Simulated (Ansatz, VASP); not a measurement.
**One calculation of CdF2, two programs**

File INCAR:

```
  ALGO = Normal
  EDIFF = 1E-6
  EDIFFG = -0.005
  ENCUT = 600
  IBRION = 2
  ISIF = 3
  ISMEAR = 0
  LASPH = True
  LCHARG = False
  LREAL = False
  LWAVE = False
  NELM = 80
  NSW = 100
  PREC = Accurate
  SIGMA = 0.02
```

KPOINTS

```
k-points
0
Gamma
  8 8 8
```

The input POSCAR:

```
CdF2
1.0
    0.0000000000      2.6940000000      2.6940000000
    2.6940000000      0.0000000000      2.6940000000
    2.6940000000      2.6940000000      0.0000000000
Cd F
1 2
Direct
    0.0000000000      0.0000000000      0.0000000000
    0.2500000000      0.2500000000      0.2500000000
    0.7500000000      0.7500000000      0.7500000000
```

Input for Ansatz:

```yaml
crystal:
  lattice:
    - [0.0, 2.694, 2.694]
    - [2.694, 0.0, 2.694]
    - [2.694, 2.694, 0.0]
  atoms:
    - { symbol: Cd, position: [0.0, 0.0, 0.0] }
    - { symbol: F, position: [0.25, 0.25, 0.25] }
    - { symbol: F, position: [0.75, 0.75, 0.75] }
basis:
  ecutwfc: 420
kpoints:
  mp_grid: { grid: [8, 8, 8] }
hamiltonian:
  xc: lda
scf:
  occupations: { method: gaussian, width: 0.02 }
output:
  forces: true
  stress: true
  eigenvalues: true
relax:
  adjacent_minimum: "off"
  f_tol: 0.005
  max_steps: 80
  cell: { stress_tol: 0.05 }
```

Alike in both runs: task relaxation of cell and atoms; functional LDA; k mesh 8 × 8 × 8; occupations gaussian, width 0.02 eV; no spin polarisation.

|  | VASP | Ansatz |
| --- | --- | --- |
| version | VASP 6.6.1 | Ansatz 0.2.0 |
| potentials or method | VASP PAW LDA potentials, release 64 (Cd, F) | scalar-relativistic, plane waves, PAW |
| plane-wave cutoff (eV) | 600 | 420 |
| valence electrons in the cell | 26 | 34 |

|  | VASP | Ansatz | Ansatz less VASP |
| --- | --- | --- | --- |
| gap on the k mesh at the Fermi level, each at its own relaxed structure (eV) | 2.95 | 2.99 | +0.042 |
| relaxed volume (Å³/atom) | 12.48 | 12.39 | -0.095 |
| relaxed cell length with the largest relative difference (Å) | 3.756 | 3.746 | -0.0095 |
| energy change over the relaxation (meV/atom) | -9 | -12 | -3.3 |

The two sets of potentials don't hold the same shells in valence.

A k mesh can miss the band edges. Zero-point motion and thermal expansion aren't in these numbers. LDA usually gives volumes a few per cent too small.
